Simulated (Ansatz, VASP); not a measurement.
Two plane-wave programs on InAs

```
In As
1.0
     0.00000    3.05459    3.05459
     3.05459    0.00000    3.05459
     3.05459    3.05459    0.00000
In As
1 1
Cartesian
  0.0000 0.0000 0.0000
  1.5273 1.5273 1.5273
```

Alike in both runs: task single point; functional PBE-based screened hybrid; k mesh 4 × 4 × 4; occupations fermi-dirac, width 0.02 eV; no spin polarisation.

|  | VASP | Ansatz |
| --- | --- | --- |
| version | VASP 6.6.1 | Ansatz 0.2.0 |
| potentials or method | VASP PAW PBE potentials, release 64 (In_d, As) | plane waves |
| plane-wave cutoff (eV) | 520 | 420 |
| valence electrons in the cell | 18 | 28 |

```tsv
	VASP	Ansatz	Ansatz less VASP
gap on the k mesh at the Fermi level (eV)	1.92	1.89	-0.034
pressure (GPa)	-2.7	-2.0	+0.64
```

The two sets of potentials don't hold the same shells in valence. Ansatz warned: «stress_exchange_threshold_loose».

Caveats: the k mesh is coarse (spacing up to 0.45 Å⁻¹), so the values aren't converged; the PAW data sets were made with another functional, which shifts forces and pressure a little (VASP); spin-orbit coupling is left out, which moves the levels of the heavy elements.
